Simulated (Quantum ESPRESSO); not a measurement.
# C: zone-centre phonons and dielectric response under several settings

```
CELL_PARAMETERS angstrom
0.00000 1.78337 1.78337
1.78337 0.00000 1.78337
1.78337 1.78337 0.00000
ATOMIC_POSITIONS crystal
C 0.75000 0.75000 0.75000
C 0.50000 0.50000 0.50000
```

This isn't the form of C at room conditions, which is graphite.

All runs used Quantum ESPRESSO 7.5; potentials PseudoDojo 0.4.1 SR PBE standard; k mesh 13 × 13 × 13; no spin polarisation; cutoff 1116 eV; occupations smeared at first, fixed for the response.

```tsv
level	geometry	volume (Å³/atom)	pressure (GPa)	lowest optical mode without the field (cm⁻¹)	ε∞ (mean)	ε0 (mean)
RPBE	given cell, atoms relaxed	5.67	3.9	1297	5.74	5.7
WC	relaxed cell	?	0.0	?	?	?
WC	given cell, atoms relaxed	5.67	-2.4	1294	5.81	5.8
AM05	given cell, atoms relaxed	5.67	-5.5	1295	5.82	5.8
```

Task: What stands in the row left open?

Result: Volume 5.64 Å³/atom; lowest optical mode without the field 1301 cm⁻¹; ε∞ 5.81; ε0 5.8.

Caveats: the potentials were made for another functional, which shifts forces and pressure; this smearing can shift energies of a crystal with a gap; on a mesh that holds Γ this program's dielectric tensor can be off by some percent beyond the error of the mesh; the cell is more than 3 GPa from zero pressure, which shifts response properties (some runs).

For the row left open. Caveat: the potentials were made for another functional, which shifts forces and pressure; this smearing can shift energies of a crystal with a gap; on a mesh that holds Γ this program's dielectric tensor can be off by some percent beyond the error of the mesh.
